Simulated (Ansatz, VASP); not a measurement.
# GaSb in VASP and in Ansatz

```
CELL_PARAMETERS angstrom
0.00000 3.05900 3.05900
3.05900 0.00000 3.05900
3.05900 3.05900 0.00000
ATOMIC_POSITIONS crystal
Ga 0.00000 0.00000 0.00000
Sb 0.75000 0.75000 0.75000
```

Alike in both runs: task single point; functional PBE; k mesh 12 × 12 × 12; occupations gaussian, width 0.05 eV; no spin polarisation.

```csv
,VASP,Ansatz
version,VASP 6.6.1,Ansatz 0.2.0
potentials or method,"VASP PAW PBE potentials, release 64 (Ga_d, Sb)","scalar-relativistic, plane waves, PAW"
plane-wave cutoff (eV),520,420
valence electrons in the cell,18,28
```

VASP gave:

- pressure (GPa): 2.4

**Question.** Which values does Ansatz return?

**Answer.** Pressure (GPa): 2.3.

The two sets of potentials don't hold the same shells in valence.
